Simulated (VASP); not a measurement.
# BN (F-43m) in VASP: further runs

The runs below take BN through phonons, elastic constants, with PBE.

All numbers are computed with VASP 6.6.1; they aren't measurements. Logs are shortened: lines on timing, memory, paths and dates and some standing lists are left out, and cuts for length are marked.

### Step 1. Starting point

It takes space group F-43m (No. 216, cubic). The conventional cell has a = 3.626 Å, b = 3.626 Å, c = 3.626 Å, α = 90.00°, β = 90.00°, γ = 90.00°. N (site symmetry -43m) has 4 B at 1.57 Å as nearest neighbours. Around B (site symmetry -43m) lie 4 N at 1.57 Å.

The cell is a database's computed one.

### Step 2. Phonons, PBE

POSCAR reads:

```
BN
1.0
    0.0000000000      1.8130010000      1.8130010000
    1.8130010000      0.0000000000      1.8130010000
    1.8130010000      1.8130010000      0.0000000000
N B
1 1
Direct
    0.2500000000      0.2500000000      0.2500000000
    0.0000000000      0.0000000000      0.0000000000
```

INCAR.step1 reads:

```
ALGO = Normal
EDIFF = 1E-8
EDIFFG = -0.002
ENCUT = 600
GGA = PE
IBRION = 2
ISIF = 3
ISMEAR = -1
LASPH = True
LCHARG = False
LREAL = False
LWAVE = False
NELM = 80
NSW = 40
PREC = Accurate
SIGMA = 0.05
```

INCAR.step2 reads:

```
ALGO = Normal
EDIFF = 1E-8
ENCUT = 600
GGA = PE
IBRION = 8
ISIF = 2
ISMEAR = -1
LASPH = True
LCHARG = False
LREAL = False
LWAVE = False
NELM = 80
NSW = 1
PREC = Accurate
SIGMA = 0.05
```

KPOINTS reads:

```
k-points
0
Gamma
  10 10 10
```

Potentials or basis: VASP PAW PBE potentials, release 64 (N, B).

On the command line:

```bash
cat potpaw_PBE.64/N/POTCAR potpaw_PBE.64/B/POTCAR > POTCAR
cp INCAR.step1 INCAR
mpirun -np 1 vasp_std > vasp.out
cp CONTCAR POSCAR
cp INCAR.step2 INCAR
mpirun -np 1 vasp_std > vasp.out
```

OUTCAR:

```text
EDIFF = 1E-8
   ENCUT = 600
   GGA = PE
   IBRION = 8
   ISIF = 2
   ISMEAR = -1
   LASPH = True
   LREAL = False
   NELM = 80
   NSW = 1
   PREC = Accurate

 ion  position               nearest neighbor table
   1  0.250  0.250  0.250-   2 1.57   2 1.57   2 1.57   2 1.57
   2  0.000  0.000  0.000-   1 1.57   1 1.57   1 1.57   1 1.57

  LATTYP: Found a face centered cubic cell.
 ALAT       =     3.6245218627

  Lattice vectors:

 A1 = (   0.0000000000,   1.8122609313,   1.8122609313)
 A2 = (   1.8122609313,   0.0000000000,   1.8122609313)
 A3 = (   1.8122609313,   1.8122609313,   0.0000000000)

Analysis of symmetry for initial positions (statically):
=====================================================================
 Subroutine PRICEL returns:
 Original cell was already a primitive cell.

 Routine SETGRP: Setting up the symmetry group for a
 face centered cubic supercell.

 Subroutine GETGRP returns: Found 24 space group operations
 (whereof 24 operations were pure point group operations)
 out of a pool of 48 trial point group operations.

The static configuration has the point symmetry T_d .

Analysis of symmetry for dynamics (positions and initial velocities):
=====================================================================
 Subroutine PRICEL returns:
 Original cell was already a primitive cell.

 Routine SETGRP: Setting up the symmetry group for a
 face centered cubic supercell.

 Subroutine GETGRP returns: Found 24 space group operations
 (whereof 24 operations were pure point group operations)
 out of a pool of 48 trial point group operations.

The dynamic configuration has the point symmetry T_d .

 Subroutine INISYM returns: Found 24 space group operations
 (whereof 24 operations are pure point group operations),
 and found     1 'primitive' translations

----------------------------------------------------------------------------------------

                                     Primitive cell

  volume of cell :      11.9040

  direct lattice vectors                    reciprocal lattice vectors
     0.000000000  1.812260931  1.812260931    -0.275898460  0.275898460  0.275898460
     1.812260931  0.000000000  1.812260931     0.275898460 -0.275898460  0.275898460
     1.812260931  1.812260931  0.000000000     0.275898460  0.275898460 -0.275898460

  length of vectors
     2.562923988  2.562923988  2.562923988     0.477870150  0.477870150  0.477870150

  position of ions in fractional coordinates (direct lattice)
     0.250000000  0.250000000  0.250000000
     0.000000000  0.000000000  0.000000000

  ion indices of the primitive-cell ions
   primitive index   ion index
                 1           1
                 2           2

----------------------------------------------------------------------------------------

 KPOINTS: k-points

Automatic generation of k-mesh.
 Grid dimensions read from file:
 generate k-points for:   10   10   10

 Generating k-lattice:

  Cartesian coordinates                     Fractional coordinates (reciprocal lattice)
    -0.027589846  0.027589846  0.027589846     0.100000000  0.000000000  0.000000000
     0.027589846 -0.027589846  0.027589846     0.000000000  0.100000000  0.000000000
     0.027589846  0.027589846 -0.027589846     0.000000000  0.000000000  0.100000000

  Length of vectors
     0.047787015  0.047787015  0.047787015

  Shift w.r.t. Gamma in fractional coordinates (k-lattice)
     0.000000000  0.000000000  0.000000000

 Subroutine IBZKPT returns following result:
[... 78 lines left out ...]
   LEPSILON=     F    determine dielectric tensor
   LRPA    =     F    only Hartree local field effects (RPA)
 non-spin polarized calculation
  energy-cutoff  :      600.00
  volume of cell :       11.90
 maximum number of plane-waves:       411
   NGX = 11   NGY = 11   NGZ = 11

--------------------------------------- Ionic step        1  -------------------------------------------

 number of electron       7.9999999 magnetization

 Free energy of the ion-electron system (eV)
  ---------------------------------------------------
  ext. energy  EPLUGINS =         0.00000000
  ---------------------------------------------------
  free energy    TOTEN  =       -17.45461966 eV

  energy without entropy =      -17.45461966  energy(sigma->0) =      -17.45461966

 E-fermi :   8.2206     XC(G=0): -12.7832

 val. band max:        7.3057135140   @ k =   0.0000   0.0000   0.0000
 cond. band min:      11.7568008709   @ k =   0.5000   0.5000   0.0000
 fundamental gap:      4.4510873569
 Fermi energy:         8.2206119678

 k-point     1 :       0.0000    0.0000    0.0000
  band No.  band energies     occupation
      1     -12.8356      2.00000
      2       7.3057      2.00000
      3       7.3057      2.00000
      4       7.3057      2.00000
      5      16.0878      0.00000
      6      16.0878      0.00000
      7      16.0878      0.00000
      8      17.5277      0.00000
[... 243 lines left out ...]
 k-point    24 :       0.4000    0.3000    0.0000
  band No.  band energies     occupation
      1      -9.0903      2.00000
      2       0.5599      2.00000
      3       2.8286      2.00000
      4       3.2660      2.00000
      5      13.3827      0.00000
      6      17.8913      0.00000
      7      22.6816      0.00000
      8      22.7855      0.00000

 [... further k-points ...]

------------------------ aborting loop because EDIFF is reached ----------------------------------------

  FORCE on cell =-STRESS in cart. coord.  units (eV):
  Direction    XX          YY          ZZ          XY          YZ          ZX
  --------------------------------------------------------------------------------------
  -------------------------------------------------------------------------------------
  Total        0.0007059      0.0007059      0.0007059      0.0000000      0.0000000      0.0000000
  in kB        0.0950142      0.0950142      0.0950142      0.0000000      0.0000000      0.0000000
  external PRESSURE =       0.0950142 kB  Pullay stress =       0.0000000 kB

 VOLUME and BASIS-vectors are now :
 -----------------------------------------------------------------------------
  energy-cutoff  :      600.00
  volume of cell :       11.90
      direct lattice vectors                 reciprocal lattice vectors
     0.000000000  1.812260931  1.812260931    -0.275898460  0.275898460  0.275898460
     1.812260931  0.000000000  1.812260931     0.275898460 -0.275898460  0.275898460
     1.812260931  1.812260931  0.000000000     0.275898460  0.275898460 -0.275898460

 POSITION                                       TOTAL-FORCE (eV/Angst)
 -----------------------------------------------------------------------------------
      0.90613      0.90613      0.90613        -0.000000     -0.000000      0.000000
      0.00000      0.00000      0.00000         0.000000      0.000000     -0.000000
 -----------------------------------------------------------------------------------
    total drift:                                0.000000      0.000000      0.000000

  FREE ENERGIE OF THE ION-ELECTRON SYSTEM (eV)
  ---------------------------------------------------
  free  energy   TOTEN  =       -17.4546196597 eV

  energy  without entropy=      -17.4546196596  energy(sigma->0) =      -17.45461966

[... ionic steps 2 to 3 ...]

--------------------------------------- Ionic step        4  -------------------------------------------

------------------------ aborting loop because EDIFF is reached ----------------------------------------

[... ionic steps 5 to 6 ...]

--------------------------------------- Ionic step        7  -------------------------------------------

 Free energy of the ion-electron system (eV)
  ---------------------------------------------------
  ---------------------------------------------------
  free energy    TOTEN  =        -0.03588426 eV

  energy without entropy =       -0.03588426

------------------------ aborting loop because EDIFF is reached ----------------------------------------

 INTERNAL STRAIN TENSOR  FOR ION    2  DIRECTION 1   (eV/Angst):
 -----------------------------------------------------------------------------
     0.01211  0.00000  0.00000
     0.00000 -0.00584  1.24853
     0.00000  1.24853 -0.00584

 INTERNAL STRAIN TENSOR FOR ION    2 for displacements in x,y,z  (eV/Angst):
          X           Y           Z          XY          YZ          ZX
  --------------------------------------------------------------------------------
  x     0.00000    -0.00000    -0.00000     0.00000     1.24853     0.00000
  y     0.00000     0.00000     0.00000     0.00000     0.00000     1.24853
  z    -0.00000    -0.00000     0.00000     1.24853     0.00000     0.00000

 SECOND DERIVATIVES (NOT SYMMETRIZED)
 ------------------------------------
               1X          1Y          1Z          2X          2Y          2Z
  1X   -23.789285    0.000000    0.000000   23.789285    0.000000    0.000000
  1Y     0.000000  -23.789285    0.000000    0.000000   23.789285    0.000000
  1Z     0.000000    0.000000  -23.789285    0.000000    0.000000   23.789285
  2X    23.787180    0.000000    0.000000  -23.787180    0.000000    0.000000
  2Y     0.000000   23.787180    0.000000    0.000000  -23.787180    0.000000
  2Z     0.000000    0.000000   23.787180    0.000000    0.000000  -23.787180

 Eigenvectors and eigenvalues of the dynamical matrix
 ----------------------------------------------------

   1 f  =   30.870880 THz   193.967457 2PiTHz 1029.741699 cm-1   127.671642 meV
             X         Y         Z           dx          dy          dz
      0.906130  0.906130  0.906130     0.000000    0.660105    0.000000
      0.000000  0.000000  0.000000     0.000000   -0.751174    0.000000
[... 21 lines left out ...]
   6 f/i=    0.000677 THz     0.004257 2PiTHz    0.022599 cm-1     0.002802 meV
             X         Y         Z           dx          dy          dz
      0.906130  0.906130  0.906130     0.000000    0.000000    0.751174
      0.000000  0.000000  0.000000     0.000000    0.000000    0.660105

--------------------------------------------------------------------------------------------------------

 ELASTIC MODULI CONTR FROM IONIC RELAXATION (kBar)
 Direction    XX          YY          ZZ          XY          YZ          ZX
 --------------------------------------------------------------------------------
 XX          -0.0000      0.0000      0.0000      0.0000     -0.0000     -0.0000
 YY           0.0000     -0.0000      0.0000      0.0000      0.0000      0.0000
 ZZ           0.0000      0.0000     -0.0000     -0.0000      0.0000     -0.0000
 XY           0.0000      0.0000     -0.0000    -10.1608      0.0000      0.0000
 YZ          -0.0000      0.0000      0.0000      0.0000    -10.1608      0.0000
 ZX          -0.0000      0.0000     -0.0000      0.0000      0.0000    -10.1608
 --------------------------------------------------------------------------------
```

Wall time 1.8 min (1 thread of Intel Xeon Platinum 8175M at 2.50GHz (Skylake/Cascade Lake), shared host); peak memory 0.16 GiB.

What came out:

```yaml
Relaxed_volume: 5.95 Å³/atom
Relaxed_cell: a = 2.563 Å, b = 2.563 Å, c = 2.563 Å, α = 60.00°, β = 60.00°, γ = 60.00°
Space_group_after_relaxing_to_0.05_Å: F-43m (No. 216)
Highest_phonon_frequency_at_Γ_LO-TO_splitting_left_out: 1030 cm⁻¹
```

Final structure:
```
CELL_PARAMETERS angstrom
0.00000 1.81226 1.81226
1.81226 0.00000 1.81226
1.81226 1.81226 0.00000
ATOMIC_POSITIONS crystal
N 0.25000 0.25000 0.25000
B 0.00000 0.00000 0.00000
```

Phonon frequencies in cm⁻¹ (negative: imaginary):
| q point | frequencies |
| --- | --- |
| (0.000, 0.000, 0.000) | 0 0 0 1030 1030 1030 |

### Step 3. Elastic constants, PBE

POSCAR is that of step 2.

INCAR.step1 reads:

```
SYSTEM = BN
PREC = Accurate
ENCUT = 600
EDIFF = 1E-8
ISMEAR = -1
SIGMA = 0.05
LREAL = .FALSE.
LASPH = .TRUE.
NELM = 60
ALGO = Normal
ISIF = 3
LWAVE = .FALSE.
LCHARG = .FALSE.
GGA = PE
IBRION = 2
NSW = 40
EDIFFG = -0.002
```

INCAR.step2 reads:

```
SYSTEM = BN
PREC = Accurate
ENCUT = 600
EDIFF = 1E-8
ISMEAR = -1
SIGMA = 0.05
LREAL = .FALSE.
LASPH = .TRUE.
NELM = 60
ALGO = Normal
ISIF = 3
LWAVE = .FALSE.
LCHARG = .FALSE.
GGA = PE
IBRION = 6
NFREE = 2
POTIM = 0.015
NSW = 1
```

KPOINTS reads:

```
regular mesh
0
G
  10 10 10
  0 0 0
```

Potentials or basis: VASP PAW PBE potentials, release 64 (N, B).

On the command line:

```bash
cat potpaw_PBE.64/N/POTCAR potpaw_PBE.64/B/POTCAR > POTCAR
cp INCAR.step1 INCAR
mpirun -np 1 vasp_std > vasp.out
cp CONTCAR POSCAR
cp INCAR.step2 INCAR
mpirun -np 1 vasp_std > vasp.out
```

Wall time 6.4 min (1 thread of Intel Xeon Platinum 8175M at 2.50GHz (Skylake/Cascade Lake), shared host); peak memory 0.19 GiB.

Results (log left out):

* Relaxed volume: 5.95 Å³/atom
* Relaxed cell: a = 2.563 Å, b = 2.563 Å, c = 2.563 Å, α = 60.00°, β = 60.00°, γ = 60.00°
* Space group after relaxing (to 0.05 Å): F-43m (No. 216)
* Elastic constants C11, C12, C44: 780, 170, 444 GPa
* Voigt bulk modulus: 373 GPa
* Highest phonon frequency at Γ, LO-TO splitting left out: 1030 cm⁻¹

Final structure:
```
N B
1.0
     0.00000    1.81226    1.81226
     1.81226    0.00000    1.81226
     1.81226    1.81226    0.00000
N B
1 1
Direct
  0.25000 0.25000 0.25000
  0.00000 0.00000 0.00000
```

Phonon frequencies in cm⁻¹ (negative: imaginary):
```
              q point           frequencies
(0.000, 0.000, 0.000)  0 0 0 1030 1030 1030
```

Elastic tensor in Voigt notation (GPa, in the Cartesian axes of the cell as first typed):
```
780 170 170   0   0   0
170 780 170   0   0   0
170 170 780   0   0   0
  0   0   0 444   0   0
  0   0   0   0 444   0
  0   0   0   0   0 444
```

Clamped-ion elastic tensor (GPa):
```
780 170 170   0   0   0
170 780 170   0   0   0
170 170 780   0   0   0
  0   0   0 445   0   0
  0   0   0   0 445   0
  0   0   0   0   0 445
```

### Step 4. For comparison

An earlier run on the cell as given: functional PBEsol; potentials or basis VASP PAW PBE potentials, release 64 (N, B); cutoff 520 eV; k mesh 13 × 13 × 13; occupations fermi-dirac, width 0.05 eV; no spin polarisation.

* Pressure: -5.7 GPa
* Band gap on the k mesh: 4.34 eV, indirect (least direct gap 8.72 eV)
